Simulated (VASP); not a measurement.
The system is YN.

```
Y N
1.0
     0.00000    2.44836    2.44836
     2.44836    0.00000    2.44836
     2.44836    2.44836    0.00000
Y N
1 1
Direct
  0.00000 0.00000 0.00000
  0.50000 0.50000 0.50000
```

The cell comes from a database or a generator and needn't be the stable form of this composition.

- Program: VASP 6.6.1
- Task: relaxation of cell and atoms
- Functional: PBEsol
- Potentials or basis: VASP PAW PBE potentials, release 64 (Y_sv, N_s)
- Cutoff: 480 eV
- k mesh: 12 × 12 × 12
- Occupations: gaussian, width 0.1 eV
- Spin: no spin polarisation

At the start: pressure -4.2 GPa; volume 14.68 Å³/atom.

Task: Where does the relaxation end?

Result: Over 3 steps the energy falls by 5.1 meV/atom and the volume is 14.30 Å³/atom (-2.6 %); space group Fm-3m (No. 225, to 0.05 Å).

The path:
```
step  energy change (eV)  largest force (eV/Å)  pressure (GPa)  volume (Å³)
   1              0.0000                0.0000           -4.23        29.35
   2              0.0044                0.0000            5.59        27.74
   3             -0.0102                0.0000           -0.04        28.60
```

Final structure:
```xyz
2
Lattice="0.0000 2.4273 2.4273 2.4273 0.0000 2.4273 2.4273 2.4273 0.0000" Properties=species:S:1:pos:R:3 pbc="T T T"
Y     0.0000    0.0000    0.0000
N     2.4273    2.4273    2.4273
```

Caveat: the PAW data sets were made with another functional, which shifts forces and pressure a little.
